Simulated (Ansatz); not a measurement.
## One atom moved over a plane in ZnS

These are results of DFT r2SCAN, scalar-relativistic, plane waves, PAW (Ansatz), not measurements. Cutoff 500 eV, Γ-centred 6×6×4 k-points, Gaussian smearing of 0.05 eV. No spin polarisation. Energies are free energies at this smearing, counted from the undisturbed cell; pressure is positive in compression.

The undisturbed cell (relaxed at this level):

```
Zn S
1.0
     3.80672    0.00000    0.00000
    -1.90336    3.29672    0.00000
     0.00000    0.00000    6.24574
Zn S
2 2
Direct
  0.33333 0.66667 0.00539
  0.66667 0.33333 0.50539
  0.33333 0.66667 0.37961
  0.66667 0.33333 0.87961
```

Atom 1 (Zn) is moved by p along (1.000, 0.000, 0.000) and q along (0.000, 0.000, 1.000) (Å), all else fixed. Points are written (p, q).

Energy above the undisturbed cell in eV/cell (a dash: not computed):

| p \ q | -0.450 | -0.225 | 0.000 | 0.225 | 0.450 |
| --- | --- | --- | --- | --- | --- |
| -0.450 | ? | ? | 0.69 | 0.59 | 1.33 |
| -0.225 | 0.74 | 0.38 | 0.15 | ? | 1.41 |
| 0.000 | 0.44 | 0.15 | 0.00 | 0.26 | 1.45 |
| 0.225 | 0.74 | 0.38 | 0.15 | ? | 1.41 |
| 0.450 | ? | ? | 0.69 | 0.59 | 1.33 |

Question: Fill in the withheld energies.

Answer: (-0.450, -0.450): 1.79; (-0.450, -0.225): 1.19; (-0.225, 0.225): 0.33; (0.225, 0.225): 0.33; (0.450, -0.450): 1.79; (0.450, -0.225): 1.19.